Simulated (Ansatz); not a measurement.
AlNi:

```
Ni Al
1.0
     2.88100    0.00000    0.00000
     0.00000    2.88100    0.00000
     0.00000    0.00000    2.88100
Ni Al
1 1
Direct
  0.50000 0.50000 0.50000
  0.00000 0.00000 0.00000
```

Base run:

* Program: Ansatz 0.2.0
* Functional: PBEsol
* Potentials or basis: all-electron LAPW, scalar-relativistic
* Cutoff: 255 eV (chosen from the basis error)
* Basis error allowed: 0.001 eV/atom
* k mesh: 9 × 9 × 9
* Occupations: fermi-dirac, width 0.05 eV
* Spin: collinear spin, ferromagnetic start
* Starting moments: [1.0, 0.0] μB

Its results: pressure -3.4 GPa; net moment 0.00 μB per cell.

Problem. The run is repeated on the same cell with these changes: functional from PBEsol to PBE. What comes out?

Solution. Pressure 1.9 GPa; net moment 0.00 μB per cell.

PBE binds less tightly than PBEsol, so the same cell stands under more pressure.

Caveats: the starting moments weren't kept.
